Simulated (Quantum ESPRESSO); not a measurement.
**Na: phonon spectrum and thermodynamics under several settings**

```
CELL_PARAMETERS angstrom
-2.14100 2.14100 2.14100
2.14100 -2.14100 2.14100
2.14100 2.14100 -2.14100
ATOMIC_POSITIONS crystal
Na 0.00000 0.00000 0.00000
```

All runs used Quantum ESPRESSO 7.5; k mesh 10 × 10 × 10; relaxed cell; no spin polarisation; cutoff 612 eV; occupations cold, width 0.2 eV; q mesh 2 × 2 × 2.

| level | potentials | volume (Å³/atom) | highest frequency (cm⁻¹) | zero-point energy (meV/atom) | entropy at room temperature (k_B/atom) |
| --- | --- | --- | --- | --- | --- |
| LDA | GBRV 1.5 LDA | ? | ? | ? | ? |
| PBE | GBRV 1.5 PBE | 36.91 | 128 | 15.8 | 5.94 |
| PBEsol | GBRV 1.5 PBEsol | 36.21 | 130 | 15.8 | 5.96 |

**Question.** What stands in the row left open?

**Answer.** Volume 33.22 Å³/atom; highest frequency 136 cm⁻¹; zero-point energy 16.7 meV/atom; entropy at room temperature 5.78 k_B/atom.

Caveats: the volume moved by over 15 % at a fixed basis, so the end points are rough (some runs).

For the row left open. Caveat: the volume moved by over 15 % at a fixed basis, so the end points are rough; the q mesh is small, so phonon branches between its points and thermal values are rough.
